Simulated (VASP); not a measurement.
KF (Carobbiite), 2 atoms in the cell. The structure is cubic, space group Fm-3m (No. 225). The conventional cell has a = 5.310 Å, b = 5.310 Å, c = 5.310 Å, α = 90.00°, β = 90.00°, γ = 90.00°. Around K (site symmetry m-3m) lie 6 F at 2.65 Å. F (site symmetry m-3m) is surrounded by 6 K at 2.65 Å. 

```yaml
Program: VASP 6.6.1
Task: optical spectrum
Functional: PBE
Potentials_or_basis: VASP PAW PBE potentials, release 64 (K_sv, F)
Cutoff: 520 eV
k_mesh: 10 × 10 × 10
Occupations: gaussian, width 0.03 eV
Spin: no spin polarisation
Further_INCAR_settings: ALGO = Normal; EDIFF = 1e-07; NBANDS = 56
```

Potentials or basis: VASP PAW PBE potentials, release 64 (K_sv, F).

The run is started by

```console
$ cat potpaw_PBE.64/K_sv/POTCAR potpaw_PBE.64/F/POTCAR > POTCAR
$ mpirun -np 1 vasp_std > vasp.out
```

Hardware: 1 thread of Intel(R) Xeon(R) 6975P-C (Granite Rapids) (shared host).

Question: Estimate the wall time of this run.

Answer: Run time: 100 s on 1 thread of Intel(R) Xeon(R) 6975P-C (Granite Rapids), with other jobs on the host, peak memory 0.23 GiB. Counts: scf iterations 14, k points 47.
